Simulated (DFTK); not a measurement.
# Au (Fm-3m) in DFTK: a series of runs

Aim: see how the results for Au move with the level of theory and the settings. Levels: PBEsol, r2SCAN, BJ06. Tasks: band structure.

Everything below comes from runs of DFTK 0.8.2. Logs are shortened: lines on timing, memory, paths and dates and some standing lists are left out, and cuts for length are marked.

## 1. The crystal as given

The structure is cubic, space group Fm-3m (No. 225). Conventional cell: a = 4.070 Å, b = 4.070 Å, c = 4.070 Å, α = 90.00°, β = 90.00°, γ = 90.00°. Around Au (site symmetry m-3m) lie 12 Au at 2.88 Å.

## 2. Band structure, PBEsol

Contents of run.jl:

```julia
using DFTK
using PseudoPotentialData
using Unitful, UnitfulAtomic
using LinearAlgebra, Printf
include("save.jl")
disable_threading()

# lattice vectors are the columns
lattice = austrip(1u"Å") * [           0.0          2.035          2.035;
                    2.035            0.0          2.035;
                    2.035          2.035            0.0]
symbols   = [:Au]
positions = [[0.0, 0.0, 0.0]]
pseudopotentials = Dict(:Au => "Au.upf")
elements = Dict(s => ElementPsp(s, pseudopotentials; rcut=10.0) for s in unique(symbols))
atoms    = [elements[s] for s in symbols]

build_model(lattice, positions; symmetries=true) =
    model_DFT(lattice, atoms, positions;
              functionals=PBEsol(),
              temperature=austrip(0.05u"eV"),
              smearing=Smearing.FermiDirac(),
              symmetries)
Ecut  = 45.0  # hartree
kgrid = [11, 11, 11]
tol   = 1e-6
to_GPa = ustrip(uconvert(u"GPa", 1u"hartree/bohr^3"))

model = build_model(lattice, positions)
basis = PlaneWaveBasis(model; Ecut, kgrid)
display(basis)
scfres = self_consistent_field(basis;
                               tol,
                               nbandsalg=AdaptiveBands(model; n_bands_converge=14))
display(scfres.energies)
@printf "Fermi level: %.6f eV\n" ustrip(auconvert(u"eV", something(scfres.εF, NaN)))
forces = compute_forces_cart(scfres)
println("Forces (eV/Å)")
for (s, f) in zip(symbols, forces)
    @printf "%-3s %12.6f %12.6f %12.6f\n" s ustrip.(auconvert.(u"eV/Å", f))...
end
stress = compute_stresses_cart(scfres)
println("Stress (GPa)")
display(round.(stress * to_GPa; digits=4))
println("Levels at the first k-point (eV): ", round.(ustrip.(auconvert.(u"eV", scfres.eigenvalues[1][1:scfres.n_bands_converge])); digits=4))
save_scf!(scfres; forces, stress)

points = Dict("G" => [0.0, 0.0, 0.0], "K" => [0.375, 0.375, 0.75], "L" => [0.5, 0.5, 0.5], "U" => [0.625, 0.25, 0.625], "W" => [0.5, 0.25, 0.75], "X" => [0.5, 0.0, 0.5])
segments = [("G", "X", 7), ("X", "W", 4), ("W", "K", 3), ("K", "G", 7), ("G", "L", 6), ("L", "U", 4), ("U", "W", 3), ("W", "L", 5), ("L", "K", 4), ("U", "X", 3)]
kcoords = vcat([[points[a] + t * (points[b] - points[a]) for t in range(0, 1, n)] for (a, b, n) in segments]...)
bands = compute_bands(scfres, ExplicitKpoints(kcoords); n_bands=16, tol=1e-5)
for (k, ε) in zip(bands.basis.kpoints, bands.eigenvalues)
    @printf "%d %8.4f %8.4f %8.4f " k.spin k.coordinate...
    println(join([@sprintf("%9.4f", e) for e in ustrip.(auconvert.(u"eV", ε .- scfres.εF))]))
end
results["band_energies"] = rows(bands.eigenvalues); results["band_kpoints"] = rows(kcoords)
```

Potentials or basis: SG15 1.2 (PBE).

The run is started by

```bash
> julia --threads=1 run.jl  # save.jl only writes the numbers to a file and isn't shown; printed stress counts tension as positive; times include loading and compiling
```

Standard output:

```text
PlaneWaveBasis discretization:

    Ecut                 : 45.0 Ha
    fft_size             : (36, 36, 36), 46656 total points
    kgrid                : MonkhorstPack([11, 11, 11])
    num.   red. kpoints  : 1331
    num. irred. kpoints  : 56

    Discretized Model(gga_x_pbe_sol+gga_c_pbe_sol, 3D):
        lattice (in Bohr)    : [0         , 3.84559   , 3.84559   ]
                               [3.84559   , 0         , 3.84559   ]
                               [3.84559   , 3.84559   , 0         ]
        unit cell volume     : 113.74 Bohr³

        atoms                : Au
        atom potentials      : ElementPsp(:Au, "Au.upf")

        num. electrons       : 19
        spin polarization    : none
        temperature          : 0.0018375 Ha
        smearing             : DFTK.Smearing.FermiDirac()

        terms                : Kinetic()
                               AtomicLocal()
                               AtomicNonlocal()
                               Ewald(nothing)
                               PspCorrection()
                               Hartree()
                               Xc(gga_x_pbe_sol, gga_c_pbe_sol)
                               Entropy()
n     Energy            log10(ΔE)   log10(Δρ)   Diag   Δtime
---   ---------------   ---------   ---------   ----   ------
  1   -137.2629337011                   -1.49    4.9    9.49s
  2   -137.2634621386       -3.28       -2.02    1.0    5.18s
  3   -137.2635108278       -4.31       -2.69    2.6    6.20s
  4   -137.2635141379       -5.48       -3.39    2.2    4.76s
  5   -137.2635142556       -6.93       -4.07    2.5    5.94s
  6   -137.2635142575       -8.70       -5.05    2.4    5.63s
  7   -137.2635142576      -10.20       -5.79    3.2    6.31s
  8   -137.2635142576      -11.53       -6.36    2.3    5.75s
Energy breakdown (in Ha):
    Kinetic             41.8915216
    AtomicLocal         -91.5873492
    AtomicNonlocal      1.1221452
    Ewald               -107.5994881
    PspCorrection       5.4488093
    Hartree             26.0435295
    Xc                  -12.5826253
    Entropy             -0.0000573

    total               -137.263514257611
Fermi level: 12.986399 eV
Forces (eV/Å)
Au     -0.000000     0.000000     0.000000
Stress (GPa)
3×3 StaticArraysCore.SMatrix{3, 3, Float64, 9} with indices SOneTo(3)×SOneTo(3):
 -1.8591   0.0     -0.0
 -0.0     -1.8591   0.0
  0.0     -0.0     -1.8591
Levels at the first k-point (eV): [-92.7451, -43.85, -43.85, -43.85, 2.8932, 8.2766, 8.2766, 8.2766, 9.8491, 9.8491, 27.3668, 31.4221, 31.4221, 31.4221]
1   0.0000   0.0000   0.0000 -105.7315 -56.8364 -56.8364 -56.8364 -10.0932  -4.7098  -4.7098  -4.7098  -3.1373  -3.1373  14.3804  18.4357  18.4357  18.4357  23.4018  27.9971
1   0.0833   0.0000   0.0833 -105.7304 -56.8514 -56.8423 -56.8423  -9.7668  -4.8811  -4.5608  -4.5608  -3.3205  -3.0637  14.7851  17.5164  18.2381  18.2381  25.2637  25.8264
1   0.1667   0.0000   0.1667 -105.7274 -56.8923 -56.8586 -56.8586  -8.8445  -5.3225  -4.1251  -4.1251  -3.7611  -2.8584  15.8670  16.4566  17.0802  17.0802  21.9862  24.6505
1   0.2500   0.0000   0.2500 -105.7233 -56.9472 -56.8807 -56.8807  -7.6221  -5.8726  -4.0283  -3.4450  -3.4450  -2.5670  14.8092  14.8092  15.9243  17.2191  17.2871  25.6073
1   0.3333   0.0000   0.3333 -105.7191 -57.0014 -56.9028 -56.9028  -6.9841  -6.3739  -3.0969  -2.6242  -2.6242  -2.2616  12.1976  12.4157  12.4157  16.5231  18.6284  27.9312
1   0.4167   0.0000   0.4167 -105.7161 -57.0404 -56.9190 -56.9190  -7.0760  -6.7154  -2.0282  -1.8825  -1.8825  -0.8424   8.0955  10.6221  10.6221  16.9956  19.5471  27.6154
[... 38 lines left out ...]
1   0.5625   0.1250   0.5625 -105.7150 -57.0449 -56.9392 -56.9202  -6.9589  -6.6091  -2.5631  -2.2250  -1.6865   2.2514   5.3387   8.8171  10.6664  18.0425  20.5549  26.7051
1   0.5000   0.0000   0.5000 -105.7150 -57.0546 -56.9249 -56.9249  -7.1756  -6.8357  -1.9405  -1.5658  -1.5658   0.8809   5.8059   9.9412   9.9412  17.2423  19.8678  27.1747
```

It took 2.8 min on 1 thread of Intel Xeon Platinum 8259CL at 2.50GHz (Skylake/Cascade Lake), shared host; peak memory 1.6 GiB.

Results:

| Quantity | Value |
| --- | --- |
| Free energy | -3735.1305 eV |
| Pressure | 1.9 GPa |
| Band gap on the k mesh | none (metal or under the smearing width) |

Levels at the corners of the path, in eV from the Fermi level:
```
point  band 7  band 8  band 9  band 10  band 11  band 12
    Γ   -4.71   -4.71   -3.14    -3.14    14.38    18.44
    X   -1.94   -1.57   -1.57     0.88     5.81     9.94
    W   -5.21   -3.31   -1.56     4.69     6.29     6.29
    K   -3.86   -2.85   -2.03     3.80     4.66     7.47
    Γ   -4.71   -4.71   -3.14    -3.14    14.38    18.44
    L   -4.75   -1.90   -1.90    -1.12     3.11    13.84
    U   -3.86   -2.85   -2.03     3.80     4.66     7.47
    W   -5.21   -3.31   -1.56     4.69     6.29     6.29
    L   -4.75   -1.90   -1.90    -1.12     3.11    13.84
    K   -3.86   -2.85   -2.03     3.80     4.66     7.47
    U   -3.86   -2.85   -2.03     3.80     4.66     7.47
    X   -1.94   -1.57   -1.57     0.88     5.81     9.94
```

Caveat: the potentials were made for another functional, which shifts forces and pressure; spin-orbit coupling is left out, which moves the levels of the heavy elements.

## 3. Band structure, r2SCAN

Changes to run.jl since step 2:

```diff
@@ -19,3 +19,3 @@
     model_DFT(lattice, atoms, positions;
-              functionals=PBEsol(),
+              functionals=r2SCAN(),
               temperature=austrip(0.05u"eV"),
```

Potentials or basis: SG15 1.2 (PBE).

The run is started by

```bash
> julia --threads=1 run.jl  # save.jl only writes the numbers to a file and isn't shown; printed stress counts tension as positive; times include loading and compiling
```

It took 6.2 min on 1 thread of Intel Xeon Platinum 8259CL at 2.50GHz (Skylake/Cascade Lake), shared host; peak memory 1.7 GiB.

Results (log left out):

```yaml
Free_energy: -3737.9490 eV
Pressure: 6.3 GPa
Band_gap_on_the_k_mesh: none (metal or under the smearing width)
```

Levels at the corners of the path, in eV from the Fermi level:
| point | band 7 | band 8 | band 9 | band 10 | band 11 | band 12 |
| --- | --- | --- | --- | --- | --- | --- |
| Γ | -5.06 | -5.06 | -3.48 | -3.48 | 15.06 | 19.23 |
| X | -2.26 | -1.85 | -1.85 | 1.04 | 5.86 | 10.42 |
| W | -5.53 | -3.64 | -1.85 | 4.74 | 6.57 | 6.57 |
| K | -4.13 | -3.17 | -2.32 | 3.86 | 4.86 | 7.78 |
| Γ | -5.06 | -5.06 | -3.48 | -3.48 | 15.06 | 19.23 |
| L | -5.11 | -2.20 | -2.20 | -0.96 | 3.06 | 14.59 |
| U | -4.13 | -3.17 | -2.32 | 3.86 | 4.86 | 7.78 |
| W | -5.53 | -3.64 | -1.85 | 4.74 | 6.57 | 6.57 |
| L | -5.11 | -2.20 | -2.20 | -0.96 | 3.06 | 14.59 |
| K | -4.13 | -3.17 | -2.32 | 3.86 | 4.86 | 7.78 |
| U | -4.13 | -3.17 | -2.32 | 3.86 | 4.86 | 7.78 |
| X | -2.26 | -1.85 | -1.85 | 1.04 | 5.86 | 10.42 |

Caveat: the potentials were made for another functional, which shifts forces and pressure; spin-orbit coupling is left out, which moves the levels of the heavy elements.

## 4. Band structure, BJ06

Changes to run.jl since step 3:

```diff
@@ -19,3 +19,3 @@
     model_DFT(lattice, atoms, positions;
-              functionals=r2SCAN(),
+              functionals=[:mgga_x_tb09, :lda_c_pw],
               temperature=austrip(0.05u"eV"),
@@ -36,12 +36,4 @@
 @printf "Fermi level: %.6f eV\n" ustrip(auconvert(u"eV", something(scfres.εF, NaN)))
-forces = compute_forces_cart(scfres)
-println("Forces (eV/Å)")
-for (s, f) in zip(symbols, forces)
-    @printf "%-3s %12.6f %12.6f %12.6f\n" s ustrip.(auconvert.(u"eV/Å", f))...
-end
-stress = compute_stresses_cart(scfres)
-println("Stress (GPa)")
-display(round.(stress * to_GPa; digits=4))
 println("Levels at the first k-point (eV): ", round.(ustrip.(auconvert.(u"eV", scfres.eigenvalues[1][1:scfres.n_bands_converge])); digits=4))
-save_scf!(scfres; forces, stress)
+save_scf!(scfres)
```

The run is started by

```bash
> julia --threads=1 run.jl  # save.jl only writes the numbers to a file and isn't shown; printed stress counts tension as positive; times include loading and compiling
```

It took 3 min on 1 thread of Intel Xeon Platinum 8259CL at 2.50GHz (Skylake/Cascade Lake), shared host; peak memory 1.6 GiB.

Results (log left out):

```
Band gap on the k mesh : none (metal or under the smearing width)
```

Levels at the corners of the path, in eV from the Fermi level:
| point | band 5 | band 6 | band 7 | band 8 | band 9 | band 10 | band 11 | band 12 | band 13 | band 14 |
| --- | --- | --- | --- | --- | --- | --- | --- | --- | --- | --- |
| Γ | -9.93 | -4.91 | -4.91 | -4.91 | -3.41 | -3.41 | 14.56 | 18.53 | 18.53 | 18.53 |
| X | -7.29 | -6.97 | -2.24 | -1.84 | -1.84 | 1.06 | 5.78 | 10.07 | 10.07 | 17.37 |
| W | -6.19 | -5.35 | -5.35 | -3.55 | -1.84 | 4.73 | 6.36 | 6.36 | 9.51 | 22.68 |
| K | -6.68 | -6.04 | -4.01 | -3.12 | -2.29 | 3.86 | 4.71 | 7.49 | 12.68 | 17.70 |
| Γ | -9.93 | -4.91 | -4.91 | -4.91 | -3.41 | -3.41 | 14.56 | 18.53 | 18.53 | 18.53 |
| L | -7.49 | -4.97 | -4.97 | -2.18 | -2.18 | -0.94 | 3.04 | 14.02 | 17.19 | 17.19 |
| U | -6.68 | -6.04 | -4.01 | -3.12 | -2.29 | 3.86 | 4.71 | 7.49 | 12.68 | 17.70 |
| W | -6.19 | -5.35 | -5.35 | -3.55 | -1.84 | 4.73 | 6.36 | 6.36 | 9.51 | 22.68 |
| L | -7.49 | -4.97 | -4.97 | -2.18 | -2.18 | -0.94 | 3.04 | 14.02 | 17.19 | 17.19 |
| K | -6.68 | -6.04 | -4.01 | -3.12 | -2.29 | 3.86 | 4.71 | 7.49 | 12.68 | 17.70 |
| U | -6.68 | -6.04 | -4.01 | -3.12 | -2.29 | 3.86 | 4.71 | 7.49 | 12.68 | 17.70 |
| X | -7.29 | -6.97 | -2.24 | -1.84 | -1.84 | 1.06 | 5.78 | 10.07 | 10.07 | 17.37 |

Caveat: the program leaves the constant c of mgga_x_tb09 at 1, so the potential is Becke-Johnson's (BJ06) and not Tran and Blaha's, with levels but no total energy; the potentials were made for another functional, which shifts forces and pressure; spin-orbit coupling is left out, which moves the levels of the heavy elements.

## 5. For comparison

An earlier run on the cell as given: functional PBE; potentials or basis dojo.nc.sr.pbe.v0_4_1.standard.upf (PBE); cutoff 1034 eV; k mesh 11 × 11 × 11; occupations fermi-dirac, width 0.05 eV; no spin polarisation.

- Pressure: 10.3 GPa
- Band gap on the k mesh: none (metal or under the smearing width)

## 6. Summary

| level | gap on the mesh (eV) | pressure (GPa) |
| --- | --- | --- |
| PBEsol | none | 1.9 |
| r2SCAN | none | 6.3 |
| BJ06 | none | - |

Alike in all rows: task band structure; potentials or basis SG15 1.2 (PBE); no spin polarisation; cell as given; k mesh 11 × 11 × 11; cutoff (eV) 1225; smearing fermi-dirac 0.05 eV.

Every run on the cell as given and a fine mesh finds a metal.

Caveats: the potentials were made for another functional, which shifts forces and pressure; spin-orbit coupling is left out, which moves the levels of the heavy elements; the program leaves the constant c of mgga_x_tb09 at 1, so the potential is Becke-Johnson's (BJ06) and not Tran and Blaha's, with levels but no total energy (some runs).

Total energies depend on the potentials used, so only differences within one code and one set of settings carry meaning.
